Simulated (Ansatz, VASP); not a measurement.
**Two plane-wave programs on WS2**

POSCAR

```
WS2
1.0
    3.2287644061      0.0000000000      0.0000000000
   -1.6143822031      2.7961919985      0.0000000000
    0.0000000000      0.0000000000      5.9936451124
W S
1 2
Direct
    0.0000000000      0.0000000000      0.0000000000
    0.3333333333      0.6666666667      0.2566832689
    0.6666666667      0.3333333333      0.7433167311
```

The input INCAR.step1:

```
ALGO = Normal ; EDIFF = 1E-5
ENCUT = 520 ; GGA = PE
ISIF = 2 ; ISMEAR = -1
LASPH = True ; LCHARG = False
LREAL = False ; LWAVE = True
NBANDS = 20 ; NELM = 80
PREC = Accurate ; SIGMA = 0.02
```

The input INCAR.step2:

```
ALGO = Normal ; EDIFF = 1E-6
ENCUT = 520 ; GGA = PE
HFSCREEN = 0.2079 ; ISIF = 2
ISMEAR = -1 ; ISTART = 1
LASPH = True ; LCHARG = False
LHFCALC = True ; LREAL = False
LWAVE = False ; NBANDS = 20
NELM = 80 ; PREC = Accurate
PRECFOCK = Normal ; SIGMA = 0.02
```

File KPOINTS:

```
k-points
0
Gamma
  6 6 2
```

Input for Ansatz:

```yaml
crystal:
  lattice:
    - [3.2287644061, 0.0, 0.0]
    - [-1.6143822031, 2.7961919985, 0.0]
    - [0.0, 0.0, 5.9936451124]
  atoms:
    - { symbol: W, position: [0.0, 0.0, 0.0] }
    - { symbol: S, position: [0.3333333333, 0.6666666667, 0.2566832689] }
    - { symbol: S, position: [0.6666666667, 0.3333333333, 0.7433167311] }
kpoints:
  mp_grid: { grid: [6, 6, 2] }
hamiltonian:
  xc: hse06
scf:
  occupations: { method: fermi_dirac, width: 0.02 }
  n_extra_bands: 4
output:
  forces: true
  stress: true
  eigenvalues: true
  write_density: true
  write_potential: true
  elf: true
  volumetric_format: npy
```

The cell was built by a generator and needn't be a form met in nature.

Alike in both runs: task single point; functional HSE06; k mesh 6 × 6 × 2; occupations fermi-dirac, width 0.02 eV; no spin polarisation.

|  | VASP | Ansatz |
| --- | --- | --- |
| version | VASP 6.6.1 | Ansatz 0.2.0 |
| potentials or method | VASP PAW PBE potentials, release 64 (W_sv, S) | plane waves, PAW |
| plane-wave cutoff (eV) | 520 | 420 |
| valence electrons in the cell | 26 | 26 |

```csv
,VASP,Ansatz,Ansatz less VASP
pressure (GPa),-1.7,-1.2,+0.50
largest component of the traceless stress (GPa),2.32,2.25,-0.072
rms of the force components (eV/Å),0.117,0.096,-0.0217
```

Atom by atom the forces differ by 0.022 eV/Å (rms over components). The functional is the same, so the differences come from potentials, cutoffs and numerics. Ansatz warned: «filled_band_counts_differ_across_k_points».

Caveats: the k mesh is coarse (spacing up to 0.52 Å⁻¹), so the values aren't converged, least of all with exact exchange; the PAW data sets were made with another functional, which shifts forces and pressure a little (VASP); this functional lacks dispersion, which binds the layers, so the pressure and a relaxed spacing across them are unreliable. The runs have no spin-orbit coupling, so splittings on W are missing.
